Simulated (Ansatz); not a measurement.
Take AlSb in the zinc blende structure (space group F-43m, No. 216) as the base.

```cif
data_AlSb
_chemical_formula_sum 'Sb1 Al1'
_space_group_name_H-M_alt 'P 1'
_space_group_IT_number 1
_cell_length_a 4.36801
_cell_length_b 4.36801
_cell_length_c 4.36801
_cell_angle_alpha 60.000
_cell_angle_beta 60.000
_cell_angle_gamma 60.000
loop_
_space_group_symop_operation_xyz
  'x, y, z'
loop_
_atom_site_label
_atom_site_type_symbol
_atom_site_fract_x
_atom_site_fract_y
_atom_site_fract_z
_atom_site_occupancy
Sb1 Sb 0.25000 0.25000 0.25000 1
Al1 Al 0.00000 0.00000 0.00000 1
```

Computed with plane-wave PAW DFT at the r2SCAN level (Ansatz, an electronic-structure program, 500 eV), scalar-relativistic without spin-orbit coupling.

One change was made to it. Results:

| quantity | base | after |
|---|---|---|
| density | 4.19 g/cm³ | 4.34 g/cm³ |
| band gap | 1.51 eV | 1.46 eV |
| hole mass (degenerate bands, along [100]) | 0.11, 0.35, 0.35 mₑ (at Γ) | 0.12, 0.34, 0.34 mₑ (at Γ) |

What was done to the base?
(A) pressure 22.5 GPa
(B) pressure 2.1 GPa
(C) pressure 4.5 GPa

B, pressure 2.1 GPa. For comparison, the band gap in the other runs: pressure 22.5 GPa gives 1.02 eV; pressure 4.5 GPa gives 1.40 eV.

Spin-orbit coupling, missing from the scalar runs, can matter with Sb. Load acts through the strain it causes; cell and atoms are relaxed under it. Masses are band curvatures over ±0.01 Å⁻¹ around the edge. Stability against distortions was not tested. Measured, AlSb leaves this structure (for a Cmcm phase) near 8.1 GPa (temperature not stated; as listed in Datta, Sujoy, Jana, Debnarayan, arXiv (2020)), on rising pressure, with hysteresis.
